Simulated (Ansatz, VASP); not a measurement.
## BN: VASP beside Ansatz

```xyz
2
Lattice="0.0000 1.8130 1.8130 1.8130 0.0000 1.8130 1.8130 1.8130 0.0000" Properties=species:S:1:pos:R:3 pbc="T T T"
N     0.9065    0.9065    0.9065
B     0.0000    0.0000    0.0000
```

The cell is a database's computed one.

Alike in both runs: task relaxation of cell and atoms; functional PBEsol; dispersion D4; k mesh 13 × 13 × 13; occupations fermi-dirac, width 0.05 eV; no spin polarisation.

|  | VASP | Ansatz |
| --- | --- | --- |
| version | VASP 6.6.1 | Ansatz 0.2.0 |
| potentials or method | VASP PAW PBE potentials, release 64 (N, B) | Ansatz PAW |
| plane-wave cutoff (eV) | 600 | 420 |
| valence electrons in the cell | 8 | 8 |

```csv
,VASP,Ansatz,Ansatz less VASP
"gap on the k mesh at the Fermi level, each at its own relaxed structure (eV)",4.37,4.38,+0.014
relaxed volume (Å³/atom),5.82,5.81,-0.005
relaxed cell length with the largest relative difference (Å),2.543,2.542,-0.0008
energy change over the relaxation (meV/atom),-4,-4,-0.2
```

Caveats: the PAW data sets were made with another functional, which shifts forces and pressure a little (VASP); an odd mesh through Γ misses points on the zone boundary, where band edges often lie (VASP); odd divisions of the mesh miss points on the zone boundary, where band edges often lie, so the gap on the mesh can be too wide (Ansatz); the plane-wave basis is chosen anew once the cell has moved, so the energies of steps on either side of that aren't comparable (Ansatz); the pressure holds a Pulay correction of +1.1 GPa for the finite cutoff (Ansatz); the PAW data sets come from PBE, with cores solved anew for the run's functional, which leaves a small shift of forces and pressure (Ansatz). PBEsol gaps usually lie below the measured ones, often by a third to a half.
